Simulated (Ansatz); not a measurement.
Crystal: RbCl.

```xyz
2
Lattice="0.0000 3.2740 3.2740 3.2740 0.0000 3.2740 3.2740 3.2740 0.0000" Properties=species:S:1:pos:R:3 pbc="T T T"
Rb    0.0000    0.0000    0.0000
Cl    3.2740    3.2740    3.2740
```

Base run:

```yaml
Program: Ansatz 0.2.0
Functional: PBEsol
Potentials_or_basis: all-electron LAPW, scalar-relativistic
Cutoff: 130 eV (chosen from the basis error)
Basis_error_allowed: 0.001 eV/atom
k_mesh: 7 × 7 × 7
Occupations: fermi-dirac, width 0.05 eV
Spin: no spin polarisation
```

Its results: band gap on the k mesh 4.89 eV, direct; pressure 0.0 GPa.

The run is repeated on the same cell with these changes: functional from PBEsol to LDA. What comes out?

Band gap on the k mesh 4.60 eV, direct; pressure -1.4 GPa.

LDA binds more tightly than PBEsol, so the same cell stands under less pressure.
